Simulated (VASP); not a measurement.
# B (Cmmm) in VASP: a series of runs

Runs on B. Level: PBE+D3(BJ). Tasks: single point.

Program: VASP 6.6.1. These are calculated values, not measurements. Logs are shortened: lines on timing, memory, paths and dates and some standing lists are left out, and cuts for length are marked.

## 1. The cell of the first run

The structure is orthorhombic, space group Cmmm (No. 65). Conventional cell: a = 1.702 Å, b = 3.059 Å, c = 3.635 Å, α = 90.00°, β = 90.00°, γ = 90.00°. Around B (site symmetry mmm) lie 6 B at 1.70 to 1.75 Å.

This isn't the form of B at room conditions, which is rhombohedral.

## 2. Single point, PBE+D3(BJ) (strain +0.0375 x Voigt [0, 1, 0, 0, 0, 0], atoms carried along)

INCAR reads:

```
PREC = Accurate ; ENCUT = 520
EDIFF = 1E-6 ; ISMEAR = 0
SIGMA = 0.15 ; LREAL = False
LASPH = True ; NELM = 100
ALGO = Fast ; ISIF = 2
LWAVE = False ; LCHARG = False
GGA = PE ; IVDW = 12
NBANDS = 8
```

KPOINTS reads:

```
regular mesh
0
Gamma
  33 33 14
```

POSCAR reads:

```
B
1.0
    1.7024335758      0.0000000000      0.0000000000
   -0.8512167879      1.5296388771      0.0000000000
    0.0000000000      0.0000000000      3.6354228500
B
1
Direct
    0.0000000000      0.0000000000      0.0000000000
```

Potentials or basis: VASP PAW PBE potentials, release 64 (B).

Started as:

```sh
$ cat potpaw_PBE.64/B/POTCAR > POTCAR
$ mpirun -np 1 vasp_std > vasp.out
```

OUTCAR:

```text
PREC = Accurate
   ENCUT = 520
   EDIFF = 1E-6
   ISMEAR = 0
   LREAL = False
   LASPH = True
   NELM = 100
   ISIF = 2
   GGA = PE
   IVDW = 12
 IVDW          = 12

 ion  position               nearest neighbor table
   1  0.000  0.000  0.000-

  LATTYP: Found a base centered orthorhombic cell.
 ALAT       =     1.7024335758
 B/A-ratio  =     1.7970027129
 C/A-ratio  =     2.1354271331

  Lattice vectors:

 A1 = (   0.8512167879,  -1.5296388771,   0.0000000000)
 A2 = (   0.8512167879,   1.5296388771,   0.0000000000)
 A3 = (   0.0000000000,   0.0000000000,   3.6354228500)

Analysis of symmetry for initial positions (statically):
=====================================================================
 Subroutine PRICEL returns:
 Original cell was already a primitive cell.

 Routine SETGRP: Setting up the symmetry group for a
 base centered orthorhombic supercell.

 Subroutine GETGRP returns: Found  8 space group operations
 (whereof  8 operations were pure point group operations)
 out of a pool of  8 trial point group operations.

The static configuration has the point symmetry D_2h.

Analysis of symmetry for dynamics (positions and initial velocities):
=====================================================================
 Subroutine PRICEL returns:
 Original cell was already a primitive cell.

 Routine SETGRP: Setting up the symmetry group for a
 base centered orthorhombic supercell.

 Subroutine GETGRP returns: Found  8 space group operations
 (whereof  8 operations were pure point group operations)
 out of a pool of  8 trial point group operations.

The dynamic configuration has the point symmetry D_2h.

 Subroutine INISYM returns: Found  8 space group operations
 (whereof  8 operations are pure point group operations),
 and found     1 'primitive' translations

----------------------------------------------------------------------------------------

                                     Primitive cell

  volume of cell :       9.4670

  direct lattice vectors                    reciprocal lattice vectors
     1.702433576  0.000000000  0.000000000     0.587394430  0.326874537  0.000000000
    -0.851216788  1.529638877  0.000000000     0.000000000  0.653749074  0.000000000
     0.000000000  0.000000000  3.635422850     0.000000000  0.000000000  0.275071165

  length of vectors
     1.702433576  1.750532809  3.635422850     0.672219592  0.653749074  0.275071165

  position of ions in fractional coordinates (direct lattice)
     0.000000000  0.000000000  0.000000000

  ion indices of the primitive-cell ions
   primitive index   ion index
                 1           1

----------------------------------------------------------------------------------------

 KPOINTS: regular mesh

Automatic generation of k-mesh.
 Grid dimensions read from file:
 generate k-points for:   33   33   14

 Generating k-lattice:

  Cartesian coordinates                     Fractional coordinates (reciprocal lattice)
     0.017799831  0.009905289  0.000000000     0.030303030  0.000000000  0.000000000
     0.000000000  0.019810578  0.000000000     0.000000000  0.030303030  0.000000000
     0.000000000  0.000000000  0.019647940     0.000000000  0.000000000  0.071428571

  Length of vectors
     0.020370291  0.019810578  0.019647940

  Shift w.r.t. Gamma in fractional coordinates (k-lattice)
     0.000000000  0.000000000  0.000000000

 Subroutine IBZKPT returns following result:
 ===========================================

 Found   2312 irreducible k-points:

 Following reciprocal coordinates:
            Coordinates               Weight
  0.000000  0.000000  0.000000      1.000000
  0.030303  0.000000  0.000000      4.000000
  0.060606  0.000000  0.000000      4.000000
  0.090909  0.000000  0.000000      4.000000
  0.121212  0.000000  0.000000      4.000000
  0.151515  0.000000  0.000000      4.000000
[... 16 lines left out ...]
  0.151515  0.030303  0.000000      4.000000
  0.181818  0.030303  0.000000      4.000000
 [... further k-points ...]
   k-points           NKPTS =   2312   k-points in BZ     NKDIM =   2312   number of bands    NBANDS=      8
   number of dos      NEDOS =    301   number of ions     NIONS =      1
   total plane-waves  NPLWV =   5488
   dimension x,y,z NGX =    14 NGY =   14 NGZ =   28
   dimension x,y,z NGXF=    28 NGYF=   28 NGZF=   56
   ions per type =               1
   NGX,Y,Z   is equivalent  to a cutoff of  13.67, 13.30, 12.80 a.u.
   NGXF,Y,Z  is equivalent  to a cutoff of  27.34, 26.59, 25.61 a.u.
 SYSTEM =  unknown system
   PREC   = accura    normal or accurate (medium, high low for compatibility)
   ISTART =      0    job   : 0-new  1-cont  2-samecut
   ICHARG =      2    charge: 1-file 2-atom 10-const
   ISPIN  =      1    spin polarized calculation?
   LNONCOLLINEAR =      F non collinear calculations
   LSORBIT =      F    spin-orbit coupling
   LASPH  =      T    aspherical Exc in radial PAW
   ENCUT  =  520.0 eV  38.22 Ry    6.18 a.u.   3.17  3.25  6.76*2*pi/ulx,y,z
   NELM   =    100;   NELMIN=  2; NELMDL= -5     # of ELM steps
   EDIFF  = 0.1E-05   stopping-criterion for ELM
[... 8 lines left out ...]
   TEBEG  =    0.0;   TEEND  =   0.0 temperature during run
   PSTRESS=    0.0 pullay stress
   NELECT =       3.0000    total number of electrons
   NUPDOWN=      -1.0000    fix difference up-down
   EMIN   =  10.00;   EMAX   =-10.00  energy-range for DOS
   EFERMI =   0.00;   METHOD = LEGACY
   ISMEAR =     0;   SIGMA  =   0.15  broadening in eV -4-tet -1-fermi 0-gaus
   EFERMI_NEDOS =   21; number of points for ismear=-14 and -15
   IALGO  =     68    algorithm
   IMIX   =      4    mixing-type and parameters
     AMIX     =   0.40;   BMIX     =  1.00
     AMIX_MAG =   1.60;   BMIX_MAG =  1.00
  volume/ion in A,a.u.               =       9.47        63.89
  Fermi-wavevector in a.u.,A,eV,Ry     =   1.116119  2.109159 16.949077  1.245722
  Thomas-Fermi vector in A             =   2.252730
   LORBIT       =      0    0 simple, 1 ext, 2 COOP (PROOUT), +10 PAW based schemes
   GGA     = PE    functional components
   LHFCALC =     F    Hartree Fock is set to
   AEXX    =    0.0000 exact exchange contribution
   IVDW    =    12    specifies the selected vdW correction
   LEPSILON=     F    determine dielectric tensor
   LRPA    =     F    only Hartree local field effects (RPA)
 non-spin polarized calculation
 RMM-DIIS sequential band-by-band and
 Gauss-broadening in eV      SIGMA  =   0.15
  energy-cutoff  :      520.00
  volume of cell :        9.47
 maximum number of plane-waves:       266
 NGX is ok and might be reduce to    14
   NGX =  7   NGY =  7   NGZ = 13

 number of electron       3.0000000 magnetization

 Free energy of the ion-electron system (eV)
  ---------------------------------------------------
  ext. energy  EPLUGINS =         0.00000000
  ---------------------------------------------------
  free energy    TOTEN  =        -5.97981459 eV

  energy without entropy =       -5.97651479  energy(sigma->0) =       -5.97816469

 E-fermi :   5.0227     XC(G=0): -10.0150

 val. band max:        5.0204937263   @ k =   0.4242   0.2727   0.0000
 cond. band min:       5.0243284785   @ k =   0.4242   0.2727   0.0714
 fundamental gap:      0.0038347522
 Fermi energy:         5.0227278522

 k-point     1 :       0.0000    0.0000    0.0000
  band No.  band energies     occupation
      1     -11.8313      2.00000
      2      -1.3466      2.00000
      3       7.5838      0.00000
      4      27.9479      0.00000
      5      29.3854      0.00000
      6      31.2495      0.00000
      7      37.2266      0.00000
      8      48.1063      0.00000

 k-point     2 :       0.0303    0.0000    0.0000
  band No.  band energies     occupation
      1     -11.7888      2.00000
      2      -1.2874      2.00000
      3       7.6354      0.00000
      4      27.8201      0.00000
      5      29.1691      0.00000
      6      31.2921      0.00000
      7      37.3548      0.00000
      8      47.9361      0.00000

 k-point     3 :       0.0606    0.0000    0.0000
  band No.  band energies     occupation
      1     -11.6612      2.00000
      2      -1.1097      2.00000
      3       7.7897      0.00000
      4      27.4493      0.00000
      5      28.5504      0.00000
      6      31.4177      0.00000
      7      37.7020      0.00000
      8      46.5013      0.00000

 k-point     4 :       0.0909    0.0000    0.0000
  band No.  band energies     occupation
      1     -11.4489      2.00000
      2      -0.8141      2.00000
      3       8.0460      0.00000
      4      26.8579      0.00000
      5      27.6073      0.00000
      6      31.6192      0.00000
      7      38.1685      0.00000
      8      44.7287      0.00000

 k-point     5 :       0.1212    0.0000    0.0000
  band No.  band energies     occupation
      1     -11.1524      2.00000
      2      -0.4009      2.00000
      3       8.4023      0.00000
      4      25.9756      0.00000
      5      26.5245      0.00000
      6      31.8819      0.00000
      7      38.5905      0.00000
      8      43.4033      0.00000

 k-point     6 :       0.1515    0.0000    0.0000
  band No.  band energies     occupation
      1     -10.7728      2.00000
      2       0.1290      2.00000
      3       8.8546      0.00000
      4      24.6123      0.00000
      5      25.6047      0.00000
      6      32.1776      0.00000
      7      38.7335      0.00000
      8      42.8103      0.00000

 k-point     7 :       0.1818    0.0000    0.0000
  band No.  band energies     occupation
      1     -10.3112      2.00000
      2       0.7743      2.00000
      3       9.3954      0.00000
      4      22.9685      0.00000
      5      24.7623      0.00000
      6      32.4512      0.00000
      7      38.5122      0.00000
      8      42.9973      0.00000

 k-point     8 :       0.2121   -0.0000    0.0000
  band No.  band energies     occupation
      1      -9.7699      2.00000
      2       1.5332      2.00000
      3      10.0084      0.00000
      4      21.2147      0.00000
      5      23.9446      0.00000
      6      32.5903      0.00000
      7      38.1511      0.00000
      8      42.8503      0.00000

 k-point     9 :       0.2424   -0.0000    0.0000
  band No.  band energies     occupation
      1      -9.1520      2.00000
      2       2.4031      2.00000
      3      10.6561      0.00000
      4      19.4672      0.00000
      5      23.1642      0.00000
      6      32.3789      0.00000
      7      37.8394      0.00000
      8      40.9341      0.00000

 k-point    10 :       0.2727    0.0000    0.0000
  band No.  band energies     occupation
      1      -8.4625      2.00000
      2       3.3799      2.00000
      3      11.2439      0.00000
      4      17.8802      0.00000
      5      22.4380      0.00000
      6      31.5383      0.00000
      7      37.6317      0.00000
      8      39.8060      0.00000
[... 78 lines left out ...]
 k-point    18 :       0.0000    0.0303    0.0000
  band No.  band energies     occupation
      1     -11.7910      2.00000
      2      -1.2907      2.00000
      3       7.6323      0.00000
      4      27.7027      0.00000
      5      29.2703      0.00000
      6      31.2878      0.00000
      7      37.3493      0.00000
      8      47.3619      0.00000

 k-point    19 :       0.0303    0.0303    0.0000
  band No.  band energies     occupation
      1     -11.7081      2.00000
      2      -1.1757      2.00000
      3       7.7323      0.00000
      4      27.3515      0.00000
      5      28.9340      0.00000
      6      31.3676      0.00000
      7      37.5863      0.00000
      8      46.5262      0.00000

 k-point    20 :       0.0606    0.0303    0.0000
  band No.  band energies     occupation
      1     -11.5403      2.00000
      2      -0.9424      2.00000
      3       7.9347      0.00000
      4      26.8189      0.00000
      5      28.1698      0.00000
      6      31.5270      0.00000
      7      38.0127      0.00000
      8      45.2553      0.00000

 k-point    21 :       0.0909    0.0303    0.0000
  band No.  band energies     occupation
      1     -11.2879      2.00000
      2      -0.5914      2.00000
      3       8.2384      0.00000
      4      26.1547      0.00000
      5      27.0403      0.00000
      6      31.7554      0.00000
      7      38.5141      0.00000
      8      43.9715      0.00000

 k-point    22 :       0.1212    0.0303    0.0000
  band No.  band energies     occupation
      1     -10.9518      2.00000
      2      -0.1232      2.00000
      3       8.6407      0.00000
      4      25.3424      0.00000
      5      25.6874      0.00000
      6      32.0327      0.00000
      7      38.9030      0.00000
      8      43.0998      0.00000

 k-point    23 :       0.1515    0.0303    0.0000
  band No.  band energies     occupation
      1     -10.5329      2.00000
      2       0.4611      2.00000
      3       9.1365      0.00000
      4      23.8916      0.00000
      5      24.7248      0.00000
      6      32.3201      0.00000
      7      38.9627      0.00000
      8      42.9093      0.00000

 k-point    24 :       0.1818    0.0303    0.0000
  band No.  band energies     occupation
      1     -10.0329      2.00000
      2       1.1600      2.00000
      3       9.7151      0.00000
      4      22.1357      0.00000
      5      23.9375      0.00000
      6      32.5407      0.00000
      7      38.7191      0.00000
      8      43.3467      0.00000

 [... further k-points ...]

------------------------ aborting loop because EDIFF is reached ----------------------------------------

 Edisp (eV)   -0.15217

 E8    (eV) :    -0.0497

  FORCE on cell =-STRESS in cart. coord.  units (eV):
  Direction    XX          YY          ZZ          XY          YZ          ZX
  --------------------------------------------------------------------------------------
  -------------------------------------------------------------------------------------
  Total      -0.36961    -0.99764    -0.11097     0.00000     0.00000     0.00000
  in kB     -62.55116  -168.83866   -18.78092     0.00000     0.00000     0.00000
  external pressure =      -83.39 kB  Pullay stress =        0.00 kB

 VOLUME and BASIS-vectors are now :
 -----------------------------------------------------------------------------
  energy-cutoff  :      520.00
  volume of cell :        9.47
      direct lattice vectors                 reciprocal lattice vectors
     1.702433576  0.000000000  0.000000000     0.587394430  0.326874537  0.000000000
    -0.851216788  1.529638877  0.000000000     0.000000000  0.653749074  0.000000000
     0.000000000  0.000000000  3.635422850     0.000000000  0.000000000  0.275071165

 POSITION                                       TOTAL-FORCE (eV/Angst)
 -----------------------------------------------------------------------------------
      0.00000      0.00000      0.00000         0.000000      0.000000      0.000000
 -----------------------------------------------------------------------------------
    total drift:                                0.000000      0.000000     -0.000000

  FREE ENERGIE OF THE ION-ELECTRON SYSTEM (eV)
  ---------------------------------------------------
  free  energy   TOTEN  =        -6.1319829186 eV

  energy  without entropy=       -6.1286831134  energy(sigma->0) =       -6.13033302
```

Wall time 1.7 min (1 thread of Intel Xeon Platinum 8559C (Emerald Rapids), shared host); peak memory 0.25 GiB.

Results:

- Free energy: -6.1320 eV
- Pressure: -8.3 GPa
- Band gap on the k mesh: none (metal or under the smearing width)
- Dispersion energy per atom: -0.152 eV

Caveat: pairwise dispersion overbinds metals, which lowers pressure and volume.

## 3. Single point, PBE+D3(BJ) (strain -0.0750 x Voigt [0, 1, 0, 0, 0, 0], atoms carried along)

INCAR reads:

```
SYSTEM = B
PREC = Accurate
ENCUT = 520
EDIFF = 1E-6
ISMEAR = 0
SIGMA = 0.15
LREAL = .FALSE.
LASPH = .TRUE.
NELM = 80
ALGO = Fast
ISIF = 2
LWAVE = .FALSE.
LCHARG = .FALSE.
GGA = PE
IVDW = 12
NBANDS = 8
```

KPOINTS reads:

```
Automatic mesh
0
G
  33 33 14
  0 0 0
```

POSCAR reads:

```
B
1.0
    1.7024335758      0.0000000000      0.0000000000
   -0.8512167879      1.3637744205      0.0000000000
    0.0000000000      0.0000000000      3.6354228500
B
1
Direct
    0.0000000000      0.0000000000      0.0000000000
```

Potentials or basis: VASP PAW PBE potentials, release 64 (B).

Started as:

```sh
$ cat potpaw_PBE.64/B/POTCAR > POTCAR
$ mpirun -np 1 vasp_std > vasp.out
```

Wall time 90 s (1 thread of Intel Xeon Platinum 8559C (Emerald Rapids), shared host); peak memory 0.24 GiB.

The run converged. Its results:

* Free energy: -6.0099 eV
* Pressure: 27.6 GPa
* Band gap on the k mesh: none (metal or under the smearing width)
* Dispersion energy per atom: -0.171 eV

Stress tensor (GPa, compression positive):
```
15.39  0.00  0.00
 0.00 70.28  0.00
 0.00  0.00 -2.88
```

Levels at points of the mesh, in eV from the Fermi level:
| k point | band 1 | band 2 | band 3 | band 4 | band 5 | band 6 | band 7 |
| --- | --- | --- | --- | --- | --- | --- | --- |
| (0.00, 0.00, 0.00) | -18.12 | -7.70 | 1.96 | 25.58 | 26.35 | 28.83 | 31.44 |
| (0.00, 0.00, 0.50) | -17.82 | -9.46 | 8.50 | 13.18 | 26.36 | 28.83 | 46.70 |

Caveat: so large a pressure means that the cell lies far from this level's equilibrium, or that cutoff or potentials fall short; pairwise dispersion overbinds metals, which lowers pressure and volume.

## 4. Single point, PBE+D3(BJ) (strain -0.1500 x Voigt [0, 1, 0, 0, 0, 0], atoms carried along)

INCAR reads:

```
ALGO = Fast ; EDIFF = 1E-6
ENCUT = 520 ; GGA = PE
ISIF = 2 ; ISMEAR = 0
IVDW = 12 ; LASPH = T
LCHARG = F ; LREAL = F
LWAVE = F ; NBANDS = 8
NELM = 100 ; PREC = Accurate
SIGMA = 0.15
```

KPOINTS reads:

```
k-points
0
Gamma
  33 33 14
```

POSCAR reads:

```
B
1.0
    1.7024335758      0.0000000000      0.0000000000
   -0.8512167879      1.2531981162      0.0000000000
    0.0000000000      0.0000000000      3.6354228500
B
1
Direct
    0.0000000000      0.0000000000      0.0000000000
```

Started as:

```sh
$ cat potpaw_PBE.64/B/POTCAR > POTCAR
$ mpirun -np 1 vasp_std > vasp.out
```

It took 88 s on 1 thread of Intel Xeon Platinum 8559C (Emerald Rapids), shared host; peak memory 0.23 GiB.

It converged, with:

```yaml
Free_energy: -5.4965 eV
Pressure: 70.8 GPa
Band_gap_on_the_k_mesh: none (metal or under the smearing width)
Dispersion_energy_per_atom: -0.187 eV
```

Stress tensor (GPa, compression positive):
```
 40.26   0.00   0.00
  0.00 175.79   0.00
  0.00   0.00  -3.71
```

Levels at points of the mesh, in eV from the Fermi level:
| k point | band 1 | band 2 | band 3 | band 4 | band 5 | band 6 | band 7 |
| --- | --- | --- | --- | --- | --- | --- | --- |
| (0.00, 0.00, 0.00) | -18.91 | -8.69 | 1.58 | 25.03 | 28.42 | 30.90 | 32.38 |
| (0.00, 0.00, 0.50) | -18.63 | -10.30 | 7.92 | 12.64 | 28.42 | 32.39 | 47.11 |

Caveat: the cell as given lies far from equilibrium; so large a pressure means that the cell lies far from this level's equilibrium, or that cutoff or potentials fall short; pairwise dispersion overbinds metals, which lowers pressure and volume.

## 5. Summary

| cell | gap on the mesh (eV) | pressure (GPa) |
| --- | --- | --- |
| strain +0.0375 x Voigt [0, 1, 0, 0, 0, 0], atoms carried along | none | -8.3 |
| strain -0.0750 x Voigt [0, 1, 0, 0, 0, 0], atoms carried along | none | 27.6 |
| strain -0.1500 x Voigt [0, 1, 0, 0, 0, 0], atoms carried along | none | 70.8 |

Alike in all rows: task single point; level PBE+D3(BJ); potentials or basis VASP PAW PBE potentials, release 64 (B); no spin polarisation; k mesh 33 × 33 × 14; cutoff (eV) 520; smearing gaussian 0.15 eV.

Caveats: pairwise dispersion overbinds metals, which lowers pressure and volume; so large a pressure means that the cell lies far from this level's equilibrium, or that cutoff or potentials fall short (some runs); the cell as given lies far from equilibrium (some runs).

Total energies depend on the potentials used, so only differences within one code and one set of settings carry meaning.
